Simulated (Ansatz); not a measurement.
## ZnTe with two functionals, tensor shear ε_xy = −3.02 %

The reference is ZnTe in the zinc blende structure (space group F-43m, No. 216; a = 6.1791 Å). Axes: x, y, z lie along the cube axes.

(Cell as relaxed with PBE.)

Levels (all Ansatz, a quantum-chemistry and plane-wave program, PAW): PBE (420 eV, no SOC); r2SCAN (500 eV, spin-orbit coupling left out).

Each level relaxes its own structure.

```
base                      PBE    r2SCAN
-------------------  --------  --------
volume per atom      29.49 Å³  28.56 Å³
lattice parameter a   6.179 Å   6.113 Å
band gap              1.08 eV   1.79 eV
```

One thing is altered: tensor shear ε_xy = −3.02 % (engineering shear γ = -0.0604); the atoms relax in the strained cell.

| quantity | PBE | r2SCAN |
|---|---|---|
| largest internal atomic displacement | 0.029 Å | [?] |
| gap character | direct at Γ | [?] |
| band gap | 0.86 eV | [?] |
| stress (xx, yy, zz, yz, xz, xy; compression positive) | (0.09, 0.09, -0.01, 0.00, 0.00, 1.80) GPa | [?] |
| shift of the gap caused by the change | -0.21 eV | [?] |

**Question.** Given the PBE results, estimate those of r2SCAN.

**Answer.** 
- largest internal atomic displacement, r2SCAN: 0.030 Å
- gap character, r2SCAN: direct at Γ
- band gap, r2SCAN: 1.53 eV
- stress (xx, yy, zz, yz, xz, xy; compression positive), r2SCAN: (0.10, 0.10, -0.02, 0.00, 0.00, 2.05) GPa
- shift of the gap caused by the change, r2SCAN: -0.26 eV

PBE's band gap lies 0.67 eV below r2SCAN's; PBE's shift of the gap caused by the change lies 0.045 eV above r2SCAN's; the two agree on the gap character. Neither level is exact; r2SCAN is the comparison here, not a measurement.

With Te present, leaving out spin-orbit coupling can change the band edges. No phonon test of stability was made. Labels are those of the standard path for the cell's own space group.
